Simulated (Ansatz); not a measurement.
How methods differ on CHF3 (trifluoromethane)

CHF3 has 5 atoms, charge 0, and is taken as a singlet. SMILES: `FC(F)F`. The shape was relaxed beforehand at r2SCAN/def2-SVP.

```xyz
5

F    -0.6711   -0.3321    1.0821
C     0.0190    0.0550    0.0067
F     1.0498   -0.7775   -0.1581
F    -0.7753   -0.0367   -1.0626
H     0.3775    1.0914    0.1320
```

Quantity: the dissociation energy of the H5–C2 bond into doublet H and doublet CF3 (shapes relaxed at r2SCAN/def2-SVP, no zero-point term), in eV. The values are calculated.

```tsv
level	kind	program	value (eV)	CPU time (all runs)
HF/def2-TZVPP	Hartree–Fock	Ansatz	3.86	2.3 s
PBE/def2-TZVPP	GGA	Ansatz	4.63	4.5 s
r2SCAN/def2-TZVPP	meta-GGA	Ansatz	4.63	9.7 s
B3LYP/def2-TZVPP	global hybrid	Ansatz	4.77	5.3 s
PBE0-D4/def2-TZVPP	global hybrid	Ansatz	4.69	5.1 s
wB97M-V/def2-TZVPP	range-separated hybrid	Ansatz	4.91	17 s
```

The values span 3.86 to 4.91 eV. Hartree–Fock misses the correlation of the electron pair that is broken and comes out low. Measured bond enthalpies also hold zero-point and thermal terms, a few tenths of an eV less. Times are those of the runs behind each value, whatever else they computed, on shared processors of several kinds: orders of magnitude only.
